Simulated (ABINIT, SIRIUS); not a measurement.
Given: the input of a run of SIRIUS 7.10.0 on B. This isn't the form of B at room conditions, which is rhombohedral.

The input sirius.json:

```json
{
  "control": {
    "processing_unit": "cpu",
    "verbosity": 2,
    "num_bands_to_print": 11,
    "print_forces": true,
    "print_stress": true
  },
  "parameters": {
    "electronic_structure_method": "pseudopotential",
    "xc_functionals": ["XC_GGA_X_PBE", "XC_GGA_C_PBE"],
    "gk_cutoff": 8.8,
    "pw_cutoff": 17.6,
    "ngridk": [10, 10, 10],
    "shiftk": [0, 0, 0],
    "smearing": "fermi_dirac",
    "smearing_width": 0.0018374661,
    "num_bands": 11,
    "num_mag_dims": 0,
    "num_dft_iter": 100,
    "energy_tol": 1e-08,
    "density_tol": 1e-06
  },
  "iterative_solver": {
    "type": "davidson",
    "min_tolerance": 1e-09,
    "tolerance_scale": [0.1, 0.25]
  },
  "mixer": {
    "type": "anderson",
    "beta": 0.7,
    "max_history": 8
  },
  "settings": {
    "tol_ne": 1e-10,
    "pseudo_grid_cutoff": 6.5
  },
  "unit_cell": {
    "lattice_vectors": [
      [-3.369910803523, 3.369910803523, 3.369910803523],
      [3.369910803523, -3.369910803523, 3.369910803523],
      [3.369910803523, 3.369910803523, -3.369910803523]
    ],
    "atom_coordinate_units": "lattice",
    "atom_types": ["B"],
    "atom_files": {
      "B": "B.json"
    },
    "atoms": {
      "B": [
        [0.0, 0.5, 0.5],
        [0.5, 0.0, 0.5],
        [0.5, 0.5, 0.0]
      ]
    }
  }
}
```

Potentials or basis: PseudoDojo 0.4.1 PBE standard (scalar relativistic).

Launch:

```console
$ upf_to_json B.upf
$ OMP_NUM_THREADS=1 sirius.scf --input=sirius.json --output=out.json --task=0
```

Task: What does the same run look like in ABINIT 10.8.3 (patched build)? Potentials or basis there: JTH PAW PBE v2.0, cutoff 408 eV.

Result: As run (cutoffs and basis follow the program's own potentials, and thresholds, step limits or extra output files can differ):

File run.abi:

```
pp_dirpath "./"
pseudos "B.GGA_PBE-JTH.xml"

acell 3*1.0 Angstrom
rprim
    -1.7832800000     1.7832800000     1.7832800000
     1.7832800000    -1.7832800000     1.7832800000
     1.7832800000     1.7832800000    -1.7832800000
ntypat 1
znucl 5
natom 3
typat 1 1 1
xred
     0.0000000000     0.5000000000     0.5000000000
     0.5000000000     0.0000000000     0.5000000000
     0.5000000000     0.5000000000     0.0000000000

ecut 408.170794 eV
pawecutdg 30.0
pawxcdev 0

kptopt 1
ngkpt 10 10 10
nshiftk 1
shiftk 0.0 0.0 0.0

ixc 11

nband 9
occopt 3
tsmear 0.00183747

nstep 100
tolvrs 1.0e-9

iomode 3
prtwf 0
prtden 0
prteig 0
prtebands 0
enunit 1
```

Potentials or basis: JTH PAW PBE v2.0.

Command:

```bash
$ abinit run.abi > log 2>&1
```

Both were run:

|  | SIRIUS | ABINIT |
| --- | --- | --- |
| Pressure | -0.1 GPa | 0.0 GPa |

Pressure is positive in compression.
